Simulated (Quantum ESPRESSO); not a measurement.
Here is a Quantum ESPRESSO 7.5 calculation.

File pw.in:

```
&CONTROL
  calculation = 'scf'
  prefix = 'pwscf'
  outdir = './tmp'
  pseudo_dir = './pseudo'
  tprnfor = .true.
  tstress = .true.
  disk_io = 'low'
/
&SYSTEM
  ibrav = 0
  nat = 1
  ntyp = 1
  ecutwfc = 56
  ecutrho = 448
  nbnd = 16
  occupations = 'smearing'
  smearing = 'fd'
  degauss = 0.00367493
/
&ELECTRONS
  conv_thr = 2d-10
  electron_maxstep = 120
  mixing_beta = 0.5
/
ATOMIC_SPECIES
Zn    65.3800 zn_pbesol_v1.uspp.F.UPF
CELL_PARAMETERS angstrom
   0.0000000000    1.9647760000    1.9647760000
   1.9647760000    0.0000000000    1.9647760000
   1.9647760000    1.9647760000    0.0000000000
ATOMIC_POSITIONS crystal
Zn     0.0000000000    0.0000000000    0.0000000000
K_POINTS automatic
12 12 12 0 0 0
```

The input pp_density.in:

```
&INPUTPP
  prefix = 'pwscf'
  outdir = './tmp'
  filplot = 'density.dat'
  plot_num = 0
/
&PLOT
  nfile = 1
  filepp(1) = 'density.dat'
  iflag = 3
  output_format = 6
  fileout = 'density.cube'
/
```

Contents of pp_potential.in:

```
&INPUTPP
  prefix = 'pwscf'
  outdir = './tmp'
  filplot = 'potential.dat'
  plot_num = 11
/
&PLOT
  nfile = 1
  filepp(1) = 'potential.dat'
  iflag = 3
  output_format = 6
  fileout = 'potential.cube'
/
```

Potentials or basis: GBRV 1.5 PBEsol.

Command:

```bash
$ OMP_NUM_THREADS=1 mpirun -n 2 pw.x -nk 2 -in pw.in > pw.out
$ OMP_NUM_THREADS=1 mpirun -n 1 pp.x -in pp_density.in > pp_density.out
$ OMP_NUM_THREADS=1 mpirun -n 1 pp.x -in pp_potential.in > pp_potential.out
```

(1) What does it give for the pressure?

(2) Predict the band gap on the k mesh.

## Answers

(1) -5.2 GPa.

(2) none (metal or under the smearing width).
